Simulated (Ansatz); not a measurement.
# Zn (Im-3m) in Ansatz: settings compared

The runs below take Zn through relaxation of cell and atoms, with PBEsol+D3(BJ)-ATM, PBEsol+D4.

Program: Ansatz 0.2.0. These are calculated values, not measurements. Logs are shortened: lines on timing, memory, paths and dates and some standing lists are left out, and cuts for length are marked.

## Step 1: Starting point

Symmetry: Im-3m, No. 229, cubic system. Conventional cell: a = 3.138 Å, b = 3.138 Å, c = 3.138 Å, α = 90.00°, β = 90.00°, γ = 90.00°. Zn (site symmetry m-3m) has 8 Zn at 2.72 Å as nearest neighbours.

This isn't the form of Zn at room conditions, which is hcp.

## Step 2: Relaxation of cell and atoms, PBEsol+D3(BJ)-ATM

Contents of input.yaml:

```yaml
crystal:
  lattice:
    - [-1.569037, 1.569037, 1.569037]
    - [1.569037, -1.569037, 1.569037]
    - [1.569037, 1.569037, -1.569037]
  atoms:
    - { symbol: Zn, position: [0.0, 0.0, 0.0] }
hamiltonian:
  xc: pbesol
  pseudopotentials: { kind: paw }
  dispersion: d3bjatm
kpoints:
  mp_grid: { grid: [12, 12, 12] }
scf:
  occupations: { method: fermi_dirac, width: 0.05 }
output:
  forces: true
  stress: true
  eigenvalues: true
relax:
  f_tol: 0.01
  max_steps: 40
  cell: { stress_tol: 0.05 }
```

Potentials or basis: Ansatz PAW.

The run is started by

```
> ansatz run input.yaml --threads 2 --pin off --max-ram 5632MiB --backend cpu --events-out ev --progress --plain --runs-dir out
```

What it wrote:

```text
Warning: RAYON_NUM_THREADS=2 ignored (pool sized by the plan → 2); use --threads N
Engine: ansatz 0.2.0, aarch64-unknown-linux-gnu
Pseudopotentials: kind: paw
Pseudopotential: Zn, paw, valence charge 12, recommended cutoff 420 eV (normal), Zn.paw.azcp
Functional definition: PBEsol
  exchange = pbesol_x
  correlation = pbesol_c
Crystal: 1 atoms, lattice volume = 15.451 Å³
Basis set: ecut = 420 eV, 321 PW (Γ), exchange–correlation on 40×40×40 points (8 copies of the dense FFT grid, shifted against one another)
Bands: 10, of which v1, the nominal top of the filled ones, is band 6 counted from 1 (5 counted from 0)
Symmetry: 48 space group operations
Space group: Im-3m (ITA 229), of the structure as read, at distance tolerance 2.5e-5 Å
k-points: 72 of 1728
Non-local potential: Zn, projectors of the file, l = 0: 2, l = 1: 2, l = 2: 3, l = 3: 1
PAW form: soft (Blöchl's): semilocal exchange-correlation on the pseudo side does not see the compensation charge
PAW frozen core: Zn, regenerated for the run's functional, and the local potential with it (the file was generated under x = pbe(κ = 0.804, μ = 0.2195149727645171), c = pbe(β = 0.06672455060314922))
PAW one-centre angular grid: Zn, 590 points (default); XC on 64 Gauss nodes
Initial density: superposition of atomic densities (neutral atoms: chi_scale 0, normalization atom), corrected by the library's trained network
Initial wavefunctions: pseudopotential atomic-orbital guess
Functional: x = pbesol(κ = 0.804, μ = 0.12345679012345678), c = pbesol(β = 0.046)
SCF iter   1: F=—  HF=-3281.104276 eV  |F-HF|=—  |Δ(HF+E_count)|=         —  Δρ=2.10e-3  dr2=3.00e-4  ethr=1.77e-3  ⟨swp⟩=5.1  Hψ=4680  notcnv=0
preconditioner: auto → none  [metal: Δε(μ)=0.096 eV  Ē_g=17.071 eV  σ=0.050 eV  W_gap=0.44  n_scr=0 (ndim 8)  ℏωp=32.7 eV  f_vac=0.000  D(μ)=0.47/eV (n_scr^D=0)]
SCF iter   2: F=—  HF=-3281.103856 eV  |F-HF|=—  |Δ(HF+E_count)|=   4.20e-4  Δρ=3.43e-4  dr2=1.00e-5  ethr=2.50e-6  ⟨swp⟩=2.0  Hψ=1835  notcnv=0  defer=3
SCF iter   3: F=—  HF=-3281.103852 eV  |F-HF|=—  |Δ(HF+E_count)|=   3.79e-6  Δρ=4.20e-4  dr2=1.04e-5  ethr=8.36e-8  ⟨swp⟩=2.0  Hψ=1159  notcnv=0  defer=3
SCF iter   4: F=—  HF=-3281.103871 eV  |F-HF|=—  |Δ(HF+E_count)|=   1.90e-5  Δρ=7.09e-4  dr2=4.46e-5  ethr=8.36e-8  ⟨swp⟩=2.0  Hψ=1158  notcnv=0  defer=3  recentre
SCF iter   5: F=—  HF=-3281.103856 eV  |F-HF|=—  |Δ(HF+E_count)|=   1.59e-5  Δρ=1.57e-4  dr2=1.18e-6  ethr=8.36e-8  ⟨swp⟩=2.0  Hψ=1145  notcnv=0  defer=3
SCF iter   6: F=—  HF=-3281.103857 eV  |F-HF|=—  |Δ(HF+E_count)|=   1.36e-6  Δρ=3.41e-5  dr2=4.80e-8  ethr=8.33e-10  ⟨swp⟩=3.1  Hψ=2930  notcnv=0
SCF iter   7: F=-3281.103857 eV  HF=-3281.103857 eV  |F-HF|=6.25e-9  |Δ(HF+E_count)|=   1.53e-7  Δρ=1.03e-5  dr2=9.71e-9  ethr=4.00e-10  ⟨swp⟩=4.0  Hψ=2269  notcnv=0
SCF 1 converged in 7 iterations: F = -3281.103857 eV  dr2 = 9.71e-9
relax step   1: F+E_penalty+E_count = -3281.10385701 eV  Δ(F+E_penalty+E_count) = +0.000e0 eV  max|allowed force component| = 0.000e0 eV/Å  Δτ_max = 0.0000 Å  P = -8.178 GPa  Ω = 15.451 Å³  (7 SCF iters, dr2 threshold 1.00e-7 eV, accepted)
Crystal: 1 atoms, lattice volume = 14.150 Å³
Basis set: ecut = 420 eV, 249 PW (Γ), exchange–correlation on 40×40×40 points (8 copies of the dense FFT grid, shifted against one another)
Initial density: handed on by an earlier stage of this run
Initial wavefunctions: those handed on with the density
iter 1 solved again at ethr=7.93e-5 eV; its pass at ethr=3.10e-3 eV (dr2=9.52e-3 eV) is discarded
SCF iter   1: F=—  HF=-3281.154828 eV  |F-HF|=—  |Δ(HF+E_count)|=         —  Δρ=9.87e-3  dr2=9.77e-3  ethr=7.93e-5  ⟨swp⟩=1.1  Hψ=7031  notcnv=0
preconditioner: auto → none  [metal: Δε(μ)=0.132 eV  Ē_g=17.765 eV  σ=0.050 eV  W_gap=0.45  n_scr=0 (ndim 8)  ℏωp=34.2 eV  f_vac=0.000  D(μ)=0.46/eV (n_scr^D=0)]
SCF iter   2: F=—  HF=-3281.152642 eV  |F-HF|=—  |Δ(HF+E_count)|=   2.19e-3  Δρ=4.39e-3  dr2=1.08e-3  ethr=7.93e-5  ⟨swp⟩=2.1  Hψ=1433  notcnv=0
SCF iter   3: F=—  HF=-3281.151588 eV  |F-HF|=—  |Δ(HF+E_count)|=   1.05e-3  Δρ=1.14e-3  dr2=1.81e-4  ethr=9.04e-6  ⟨swp⟩=2.1  Hψ=1851  notcnv=0
SCF iter   4: F=—  HF=-3281.151511 eV  |F-HF|=—  |Δ(HF+E_count)|=   7.69e-5  Δρ=1.76e-4  dr2=2.24e-6  ethr=1.51e-6  ⟨swp⟩=2.1  Hψ=1129  notcnv=0
SCF iter   5: F=—  HF=-3281.151512 eV  |F-HF|=—  |Δ(HF+E_count)|=   5.50e-7  Δρ=2.02e-5  dr2=2.05e-8  ethr=8.33e-10  ⟨swp⟩=4.2  Hψ=3687  notcnv=0
SCF iter   6: F=-3281.151512 eV  HF=-3281.151512 eV  |F-HF|=2.46e-10  |Δ(HF+E_count)|=   2.25e-8  Δρ=1.35e-6  dr2=8.07e-11  ethr=1.71e-10  ⟨swp⟩=2.7  Hψ=2683  notcnv=0
SCF 2 converged in 6 iterations: F = -3281.151512 eV  dr2 = 8.07e-11
relax step   2: F+E_penalty+E_count = -3281.15151189 eV  Δ(F+E_penalty+E_count) = -4.765e-2 eV  max|allowed force component| = 0.000e0 eV/Å  Δτ_max = 0.0000 Å  P = -2.791 GPa  Ω = 14.150 Å³  energy of the carried Pulay correction = +7.153e-4 eV  (6 SCF iters, dr2 threshold 1.00e-7 eV, accepted)
Crystal: 1 atoms, lattice volume = 13.560 Å³
iter 1 solved again at ethr=2.12e-5 eV; its pass at ethr=3.10e-3 eV (dr2=2.55e-3 eV) is discarded
SCF iter   1: F=—  HF=-3281.155987 eV  |F-HF|=—  |Δ(HF+E_count)|=         —  Δρ=5.27e-3  dr2=2.55e-3  ethr=2.12e-5  ⟨swp⟩=1.3  Hψ=6958  notcnv=0
preconditioner: auto → none  [insulator: Δε(μ)=0.250 eV  Ē_g=18.247 eV  σ=0.050 eV  W_gap=0.56  n_scr=0 (ndim 8)  ℏωp=34.9 eV  f_vac=0.000  D(μ)=0.44/eV (n_scr^D=0)  ε∞_Penn≈4.7]
SCF iter   2: F=—  HF=-3281.155398 eV  |F-HF|=—  |Δ(HF+E_count)|=   5.89e-4  Δρ=2.09e-3  dr2=2.37e-4  ethr=2.12e-5  ⟨swp⟩=2.0  Hψ=1416  notcnv=0
SCF iter   3: F=—  HF=-3281.155138 eV  |F-HF|=—  |Δ(HF+E_count)|=   2.60e-4  Δρ=6.29e-4  dr2=4.82e-5  ethr=1.97e-6  ⟨swp⟩=2.0  Hψ=1191  notcnv=0
SCF iter   4: F=—  HF=-3281.155115 eV  |F-HF|=—  |Δ(HF+E_count)|=   2.27e-5  Δρ=7.89e-5  dr2=4.98e-7  ethr=4.02e-7  ⟨swp⟩=2.2  Hψ=1105  notcnv=0
SCF iter   5: F=-3281.155116 eV  HF=-3281.155116 eV  |F-HF|=1.77e-8  |Δ(HF+E_count)|=   6.14e-7  Δρ=1.13e-5  dr2=1.70e-8  ethr=8.33e-10  ⟨swp⟩=5.8  Hψ=3929  notcnv=0
SCF 3 converged in 5 iterations: F = -3281.155116 eV  dr2 = 1.70e-8
relax step   3: F+E_penalty+E_count = -3281.15511575 eV  Δ(F+E_penalty+E_count) = -3.604e-3 eV  max|allowed force component| = 0.000e0 eV/Å  Δτ_max = 0.0000 Å  P = +1.216 GPa  Ω = 13.560 Å³  energy of the carried Pulay correction = +1.061e-3 eV  (5 SCF iters, dr2 threshold 1.00e-7 eV, accepted)
Crystal: 1 atoms, lattice volume = 13.734 Å³
iter 1 solved again at ethr=1.70e-6 eV; its pass at ethr=3.10e-3 eV (dr2=2.04e-4 eV) is discarded
SCF iter   1: F=—  HF=-3281.155702 eV  |F-HF|=—  |Δ(HF+E_count)|=         —  Δρ=1.61e-3  dr2=2.40e-4  ethr=1.70e-6  ⟨swp⟩=2.2  Hψ=6648  notcnv=0
preconditioner: auto → none  [insulator: Δε(μ)=0.205 eV  Ē_g=18.202 eV  σ=0.050 eV  W_gap=0.54  n_scr=0 (ndim 8)  ℏωp=34.7 eV  f_vac=0.000  D(μ)=0.43/eV (n_scr^D=0)  ε∞_Penn≈4.6]
SCF iter   2: F=—  HF=-3281.155647 eV  |F-HF|=—  |Δ(HF+E_count)|=   5.57e-5  Δρ=6.42e-4  dr2=2.28e-5  ethr=1.70e-6  ⟨swp⟩=2.0  Hψ=1139  notcnv=0
SCF iter   3: F=—  HF=-3281.155621 eV  |F-HF|=—  |Δ(HF+E_count)|=   2.58e-5  Δρ=1.91e-4  dr2=4.49e-6  ethr=1.90e-7  ⟨swp⟩=2.0  Hψ=1149  notcnv=0
SCF iter   4: F=-3281.155619 eV  HF=-3281.155619 eV  |F-HF|=3.45e-8  |Δ(HF+E_count)|=   2.05e-6  Δρ=2.26e-5  dr2=3.99e-8  ethr=8.33e-10  ⟨swp⟩=4.2  Hψ=3880  notcnv=0
SCF 4 converged in 4 iterations: F = -3281.155619 eV  dr2 = 3.99e-8
relax step   4: F+E_penalty+E_count = -3281.15561883 eV  Δ(F+E_penalty+E_count) = -5.031e-4 eV  max|allowed force component| = 0.000e0 eV/Å  Δτ_max = 0.0000 Å  P = -0.082 GPa  Ω = 13.734 Å³  energy of the carried Pulay correction = +9.580e-4 eV  (4 SCF iters, dr2 threshold 1.00e-7 eV, accepted)
Crystal: 1 atoms, lattice volume = 13.722 Å³
iter 1 solved again at ethr=5.87e-9 eV; its pass at ethr=3.10e-3 eV (dr2=7.05e-7 eV) is discarded
SCF iter   1: F=—  HF=-3281.155630 eV  |F-HF|=—  |Δ(HF+E_count)|=         —  Δρ=1.09e-4  dr2=8.63e-7  ethr=5.87e-9  ⟨swp⟩=2.2  Hψ=6481  notcnv=0
preconditioner: auto → none  [insulator: Δε(μ)=0.210 eV  Ē_g=18.190 eV  σ=0.050 eV  W_gap=0.54  n_scr=0 (ndim 8)  ℏωp=34.7 eV  f_vac=0.000  D(μ)=0.43/eV (n_scr^D=0)  ε∞_Penn≈4.6]
SCF iter   2: F=—  HF=-3281.155629 eV  |F-HF|=—  |Δ(HF+E_count)|=   1.03e-6  Δρ=2.70e-5  dr2=5.57e-8  ethr=5.87e-9  ⟨swp⟩=2.0  Hψ=1148  notcnv=0
SCF iter   3: F=—  HF=-3281.155629 eV  |F-HF|=—  |Δ(HF+E_count)|=   7.89e-8  Δρ=2.12e-5  dr2=3.14e-8  ethr=1.41e-10  ⟨swp⟩=5.9  Hψ=3945  notcnv=0
SCF iter   4: F=-3281.155629 eV  HF=-3281.155629 eV  |F-HF|=3.19e-10  |Δ(HF+E_count)|=  2.41e-10  Δρ=5.01e-6  dr2=1.68e-9  ethr=1.41e-10  ⟨swp⟩=3.1  Hψ=2601  notcnv=0
SCF 5 converged in 4 iterations: F = -3281.155629 eV  dr2 = 1.68e-9
relax step   5: F+E_penalty+E_count = -3281.15562869 eV  Δ(F+E_penalty+E_count) = -9.860e-6 eV  max|allowed force component| = 0.000e0 eV/Å  Δτ_max = 0.0000 Å  P = -0.000 GPa  Ω = 13.722 Å³  energy of the carried Pulay correction = +9.649e-4 eV  (4 SCF iters, dr2 threshold 1.69e-8 eV, accepted)
Basis set: ecut = 420 eV, 249 PW (Γ), exchange–correlation on 36×36×36 points (8 copies of the dense FFT grid, shifted against one another)
Initial wavefunctions: pseudopotential atomic-orbital guess (no wavefunctions were taken with the density)
iter 1 solved again at ethr=3.22e-9 eV; its pass at ethr=3.10e-3 eV (dr2=3.87e-7 eV) is discarded
SCF iter   1: F=—  HF=-3281.154666 eV  |F-HF|=—  |Δ(HF+E_count)|=         —  Δρ=2.11e-4  dr2=1.86e-6  ethr=3.22e-9  ⟨swp⟩=3.6  Hψ=7135  notcnv=0
eigensolver tolerance schedule calibrated: the retry pair's looser diagonalisation under-reported the residual by θ = 0.79 (0.13/decade); ethr = c·dr2/N_el runs at the constant in force after the calibration composes with the one it found (an armed cap, an earlier calibration), c = 5.7e-2
preconditioner: auto → none  [insulator: Δε(μ)=0.209 eV  Ē_g=18.192 eV  σ=0.050 eV  W_gap=0.54  n_scr=0 (ndim 8)  ℏωp=34.7 eV  f_vac=0.000  D(μ)=0.43/eV (n_scr^D=0)  ε∞_Penn≈4.6]
SCF iter   2: F=—  HF=-3281.154662 eV  |F-HF|=—  |Δ(HF+E_count)|=   4.25e-6  Δρ=3.12e-4  dr2=6.24e-6  ethr=3.22e-9  ⟨swp⟩=3.2  Hψ=1454  notcnv=0
SCF iter   3: F=—  HF=-3281.154662 eV  |F-HF|=—  |Δ(HF+E_count)|=   2.55e-8  Δρ=7.29e-5  dr2=4.36e-7  ethr=3.22e-9  ⟨swp⟩=2.4  Hψ=1234  notcnv=0
SCF iter   4: F=—  HF=-3281.154661 eV  |F-HF|=—  |Δ(HF+E_count)|=   5.84e-7  Δρ=8.96e-6  dr2=3.64e-9  ethr=2.07e-9  ⟨swp⟩=2.0  Hψ=1161  notcnv=0
SCF iter   5: F=—  HF=-3281.154661 eV  |F-HF|=—  |Δ(HF+E_count)|=   3.23e-9  Δρ=4.10e-7  dr2=1.70e-11  ethr=1.73e-11  ⟨swp⟩=2.4  Hψ=1119  notcnv=0
SCF iter   6: F=-3281.154661 eV  HF=-3281.154661 eV  |F-HF|=4.55e-13  |Δ(HF+E_count)|=  1.64e-11  Δρ=1.33e-8  dr2=6.48e-15  ethr=1.00e-12  ⟨swp⟩=5.2  Hψ=2775  notcnv=0
SCF 6 converged in 6 iterations: F = -3281.154661 eV  dr2 = 6.48e-15
relax step   6: F+E_penalty+E_count = -3281.15466097 eV  Δ(F+E_penalty+E_count) = +9.677e-4 eV  max|allowed force component| = 0.000e0 eV/Å  Δτ_max = 0.0000 Å  P = -0.005 GPa  Ω = 13.722 Å³  stress off target by 5.38e-3 GPa  SCF on the basis re-selected at this cell (its energy is not comparable with the rows above)  (6 SCF iters)
basis re-selected at this cell: Δ(F+E_penalty+E_count) = +9.677e-4 eV, ΔP = -0.005 GPa vs the last step (what re-selecting the basis moved, of the pressure what is left beyond the Pulay correction that the steps carried, after the strain that the cell walked since its last selection, with what the two solves' SCF thresholds leave and, on support functions, any second-order correction that the steps lacked; it is no measure of the basis error at this ecutwfc). The dense FFT grid was sized anew with the basis: this SCF ran on 18×18×18 points, the steps before it on 20×20×20, so part of this shift can come from that change (see relax.cell in the input reference). This SCF's stress stands 5.38e-3 GPa from its target on what of the cell is left free (relax.cell.stress_tol is 5.00e-2 GPa) and its largest allowed force component is 0.00e0 eV/Å (relax.f_tol is 1.00e-2 eV/Å): within both
SCF converged after 6 iterations
Free energy (F): -3281.154661 eV
Harris-Foulkes:  -3281.154661 eV  (|F-HF|=4.55e-13)
Internal energy: -3281.151485 eV  (E = F + TS)
E sigma→0 (E₀):  -3281.153073 eV
Entropy (-TS):   -0.003176 eV (-3.176 meV/atom)
Fermi energy:    12.687842 eV
--- Per-component energies (eV) ---
  E_band       = 63.560836
  E_kinetic    = 132.159905
  E_local      = -1464.337247  (includes V_loc(G=0)·N_el)
  E_nonlocal   = 611.495206
  E_hartree    = 614.220322
  E_xc         = -136.974828
  E_vxc        = -54.157028  (∫ρ·V_xc dr)
  E_paw        = -1787.295008  (= ΣΔE_a)
  E_vpaw       = -390.040286  (= ΣTr[D̂ρ^β])
  E_aug_tail   = -0.000359  (compensation charges beyond the density's cutoff)
  E_ewald      = -1250.863607
  E_disp       = -0.353223  (pairwise vdW)
  E_core_change = 0.797355  (= ΣΔE_core)
  E_smearing   = -0.003176  (= −TS)
  E_closure    = -0.000000  (closes the sum)
  Σ components = -3281.154661   (vs F -3281.154661, Δ=0.00e0)
--- Forces (eV/Å), atoms counted from 1 ---
  atom   1  Zn     0.00000000     0.00000000     0.00000000
  max |Σ_I F_I| component: 4.11e-33 eV/Å
--- Stress (GPa, compression-positive) ---
       -0.005385       0.000000       0.000000
        0.000000      -0.005385       0.000000
        0.000000      -0.000000      -0.005385
  P = ⅓ Tr σ = -0.0054 GPa (-0.054 kbar)
--- Band table (eV; the first three rows and the last of 72) ---
  k-point 0: bands = ["1.2459", "4.5278", "4.5278", "4.5278", "5.1478", "5.1478", "33.5510", "33.5510", "33.5510", "33.8974"]
  k-point 1: bands = ["1.4832", "4.5018", "4.5324", "4.5905", "5.1237", "5.1494", "30.0149", "31.8133", "32.0813", "32.7330"]
  k-point 2: bands = ["2.1677", "4.4312", "4.5553", "4.7662", "5.0777", "5.1550", "25.5151", "29.5389", "30.0016", "31.2723"]
  k-point 71: bands = ["3.8100", "3.8100", "5.4622", "5.4622", "5.4622", "16.9323", "16.9323", "16.9323", "21.4974", "21.5798"]
--- Relaxed structure (5 steps of the walk, 5 accepted, 1 SCFs on fresh bases) ---
  F+E_penalty+E_count = -3281.15466097 eV   max|allowed force component| = 0.000e0 eV/Å   (the final SCF, on the basis selected at the relaxed cell)
  cell:  # Å, volume = 13.7222 Å³
    - [-1.5081837564848133, 1.5081837564848133, 1.5081837564848133]
    - [1.5081837564848133, -1.5081837564848133, 1.5081837564848133]
    - [1.5081837564848133, 1.5081837564848133, -1.5081837564848133]
  atoms:
    - { symbol: Zn, position: [0.0, 0.0, 0.0] }
```

It took 3.6 s on 2 threads of Arm Neoverse V2, shared host; peak memory 0.27 GiB.

Results:

```
Free energy                            : -3281.1547 eV
Relaxed volume                         : 13.72 Å³/atom
Relaxed cell                           : a = 2.612 Å, b = 2.612 Å, c = 2.612 Å, α = 109.47°, β = 109.47°, γ = 109.47°
Space group after relaxing (to 0.05 Å) : Im-3m (No. 229)
Energy gained by relaxing              : 50.8 meV/atom
Ionic steps                            : 6
Pressure after relaxing                : 0.0 GPa
Band gap on the k mesh                 : none (metal or under the smearing width)
```

Step by step:
```csv
step,energy change (eV),largest force (eV/Å),volume (Å³)
1,0.0000,0.0000,15.45
2,-0.0477,0.0000,14.15
3,-0.0513,0.0000,13.56
4,-0.0518,0.0000,13.73
5,-0.0518,0.0000,13.72
6,-0.0508,0.0000,13.72
```

Final structure:
```yaml
crystal:
  lattice:
    - [-1.50818, 1.50818, 1.50818]
    - [1.50818, -1.50818, 1.50818]
    - [1.50818, 1.50818, -1.50818]
  atoms:
    - { symbol: Zn, position: [0.00000, 0.00000, 0.00000] }
```

Levels at points of the mesh, in eV from the Fermi level:
| k point | band 2 | band 3 | band 4 | band 5 | band 6 | band 7 | band 8 | band 9 | band 10 |
| --- | --- | --- | --- | --- | --- | --- | --- | --- | --- |
| (0.00, 0.00, 0.00) | -8.16 | -8.16 | -8.16 | -7.54 | -7.54 | 20.86 | 20.86 | 20.86 | 21.21 |
| (0.00, 0.00, -0.50) | -8.54 | -7.57 | -7.50 | -7.13 | -3.26 | -0.85 | 12.10 | 13.23 | 16.03 |
| (-0.50, -0.50, -0.50) | -8.88 | -7.23 | -7.23 | -7.23 | 4.24 | 4.24 | 4.24 | 8.81 | 8.89 |

Caveat: the plane-wave basis is chosen anew once the cell has moved, so the energies of steps on either side of that aren't comparable; pairwise dispersion overbinds metals, which lowers pressure and volume; the PAW data sets come from PBE, with cores solved anew for the run's functional, which leaves a small shift of forces and pressure.

## Step 3: Relaxation of cell and atoms, PBEsol+D4

Changes to input.yaml since step 2:

```diff
@@ -10,3 +10,3 @@
   pseudopotentials: { kind: paw }
-  dispersion: d3bjatm
+  dispersion: d4
 kpoints:
@@ -19,2 +19,6 @@
   eigenvalues: true
+  write_density: true
+  write_potential: true
+  elf: true
+  volumetric_format: npy
 relax:
```

Potentials or basis: Ansatz PAW.

The run is started by

```
> ansatz run input.yaml --threads 2 --pin off --max-ram 5632MiB --backend cpu --events-out ev --progress --plain --runs-dir out
```

Wall time 3 s (2 threads of Arm Neoverse V2, shared host); peak memory 0.27 GiB.

Results (log left out):

```
Free energy                            : -3281.0067 eV
Relaxed volume                         : 13.92 Å³/atom
Relaxed cell                           : a = 2.625 Å, b = 2.625 Å, c = 2.625 Å, α = 109.47°, β = 109.47°, γ = 109.47°
Space group after relaxing (to 0.05 Å) : Im-3m (No. 229)
Energy gained by relaxing              : 37.8 meV/atom
Ionic steps                            : 5
Pressure after relaxing                : 0.0 GPa
Band gap on the k mesh                 : none (metal or under the smearing width)
```

Step by step:
```tsv
step	energy change (eV)	largest force (eV/Å)	volume (Å³)
1	0.0000	0.0000	15.45
2	-0.0351	0.0000	14.33
3	-0.0383	0.0000	13.78
4	-0.0387	0.0000	13.92
5	-0.0378	0.0000	13.92
```

Final structure:
```yaml
crystal:
  lattice:
    - [-1.51533, 1.51533, 1.51533]
    - [1.51533, -1.51533, 1.51533]
    - [1.51533, 1.51533, -1.51533]
  atoms:
    - { symbol: Zn, position: [0.00000, 0.00000, 0.00000] }
```

Levels at points of the mesh, in eV from the Fermi level:
```tsv
k point	band 4	band 5	band 6	band 7	band 8	band 9
(0.00, 0.00, 0.00)	-8.09	-7.49	-7.49	20.63	20.63	20.63
(0.00, 0.00, -0.50)	-7.44	-7.08	-3.18	-0.86	12.00	13.16
(-0.50, -0.50, -0.50)	-7.18	-7.18	4.24	4.24	4.24	8.65
```

Caveat: the plane-wave basis is chosen anew once the cell has moved, so the energies of steps on either side of that aren't comparable; pairwise dispersion overbinds metals, which lowers pressure and volume; the PAW data sets come from PBE, with cores solved anew for the run's functional, which leaves a small shift of forces and pressure.
